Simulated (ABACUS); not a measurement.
The system is InP.

```
CELL_PARAMETERS angstrom
0.00000 2.93050 2.93050
2.93050 0.00000 2.93050
2.93050 2.93050 0.00000
ATOMIC_POSITIONS crystal
In 0.00000 0.00000 0.00000
P 0.75000 0.75000 0.75000
```

```yaml
Program: ABACUS 3.10.1
Task: relaxation of cell and atoms
Functional: TPSS
Potentials_or_basis: SG15 ONCV 1.2 PBE
Cutoff: 1116 eV
Density_cutoff: 4463 eV
Basis: plane waves
k_mesh: 5 × 5 × 5
Occupations: fermi-dirac, width 0.05 eV
Spin: no spin polarisation
```

At the start: pressure 3.2 GPa; volume 25.17 Å³/atom.

Question: How do energy, volume and symmetry change on relaxing?

Answer: Over 3 steps the energy falls by 11.8 meV/atom and the volume is 26.40 Å³/atom (+4.9 %); space group F-43m (No. 216, to 0.05 Å).

Step by step:
```csv
step,energy change (eV),largest force (eV/Å),pressure (GPa),volume (Å³)
1,0.0000,0.0000,3.20,50.33
2,-0.0169,0.0000,-1.48,54.22
3,-0.0236,0.0000,0.00,52.81
```

Final structure:
```
In P
1.0
     0.00000    2.97779    2.97779
     2.97779    0.00000    2.97779
     2.97779    2.97779    0.00000
In P
1 1
Direct
  0.00000 0.00000 0.00000
  0.75000 0.75000 0.75000
```

Caveat: the potentials were made for another functional, which shifts forces and pressure.
